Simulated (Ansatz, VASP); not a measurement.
**Two plane-wave programs on BN**

```
B N
1.0
     0.00000    1.80750    1.75327
     1.80750    0.00000    1.75327
     1.80750    1.80750    0.00000
B N
1 1
Direct
  0.00000 0.00000 0.00000
  0.25000 0.25000 0.25000
```

Change from the starting cell: z stretched by -3 %, ions relaxed.

Alike in both runs: functional PBE; k mesh 14 × 14 × 14; occupations fermi-dirac, width 0.02 eV; no spin polarisation.

Ansatz relaxed the structure, and its values are those at the end. VASP's run is a single point on that final structure, the one shown.

|  | VASP | Ansatz |
| --- | --- | --- |
| version | VASP 6.6.1 | Ansatz 0.2.0 |
| potentials or method | VASP PAW PBE potentials, release 64 (B, N) | plane-wave PAW, scalar-relativistic |
| plane-wave cutoff (eV) | 520 | 420 |
| valence electrons in the cell | 8 | 8 |

```csv
,VASP,Ansatz,Ansatz less VASP
gap on the k mesh at the Fermi level (eV),3.94,3.95,+0.009
pressure (GPa),15.7,15.3,-0.36
```

Ansatz warned: «stress_scf_threshold_loose».

Caveats: so large a pressure means that the cell lies far from this level's equilibrium, or that cutoff or potentials fall short (VASP). A k mesh can miss the band edges.
